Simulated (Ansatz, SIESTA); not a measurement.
AlN: 3 runs at one level of theory

```
CELL_PARAMETERS angstrom
0.00000 2.18399 2.18399
2.18399 0.00000 2.18399
2.18399 2.18399 0.00000
ATOMIC_POSITIONS crystal
Al 0.00000 0.00000 0.00000
N 0.25000 0.25000 0.25000
```

Measurements of this composition are mostly on another form, of space group No. 186.

Alike in all runs: task band structure; functional BLYP; k mesh 10 × 10 × 10; occupations fermi-dirac, width 0.05 eV; no spin polarisation; no spin-orbit coupling. Pressure is positive in compression and, in plane waves, holds the error of the finite cutoff, which Ansatz's Pulay term estimates and takes out. Gaps are the smaller of the mesh's and the band path's.

```csv
program and potentials,plane-wave cutoff (eV),notes,band gap (eV),pressure (GPa)
"Ansatz, Ansatz PAW",420,"potentials made for PBE, which Ansatz adapts in part; Pulay term of +0.62 GPa included",3.69,7.77
"SIESTA, files PseudoDojo sr-pbe-0.4.1-standard, DZP (energy shift 0.002 Ry; radii capped at 9.5 bohr)",-,atomic basis; potentials made for PBE,3.62,11.15
"Ansatz, all-electron LAPW, scalar-relativistic",-,-,3.68,7.87
```

The band gap spans 3.62 (SIESTA, files PseudoDojo sr-pbe-0.4.1-standard, DZP (energy shift 0.002 Ry; radii capped at 9.5 bohr)) to 3.69 eV (Ansatz, Ansatz PAW), with all-electron results at 3.68. The pressure spans 7.77 (Ansatz, Ansatz PAW) to 11.15 GPa (SIESTA, files PseudoDojo sr-pbe-0.4.1-standard, DZP (energy shift 0.002 Ry; radii capped at 9.5 bohr)), with all-electron results at 7.87. Some sets were made for another functional than the one run, which can shift their rows. The paths' points differ, which is worth about 0.01 eV. Rows in atomic bases carry the error of their basis and grid, which can be large.

The functional is the same throughout but for its coding, so the spread measures potentials, basis and numerics; runs on potential files found faulty are left out.

All three runs place zincblende AlN under compression at this cell, so BLYP favours a larger lattice constant, in keeping with its usual tendency to underbind solids. The PAW and all-electron pressures nearly coincide, at 7.77 and 7.87 GPa, whereas SIESTA gives 11.15 GPa, probably through the combined effect of its compact orbital basis and its potentials. The gap hardly registers this difference: errors common to the band-edge levels largely cancel in it, while pressure follows the volume derivative of the total energy.

The wide gap reflects the strongly polar Al–N bond, with valence states mainly of N 2p character and conduction states with substantial Al weight. Even so, the calculated values lie well below the known gap of zincblende AlN. The close agreement between methods points to the semilocal functional as the main cause, since its Kohn–Sham gap lacks the derivative discontinuity that contributes to the quasiparticle gap. The results don't establish the energetic order of the zincblende and wurtzite forms.
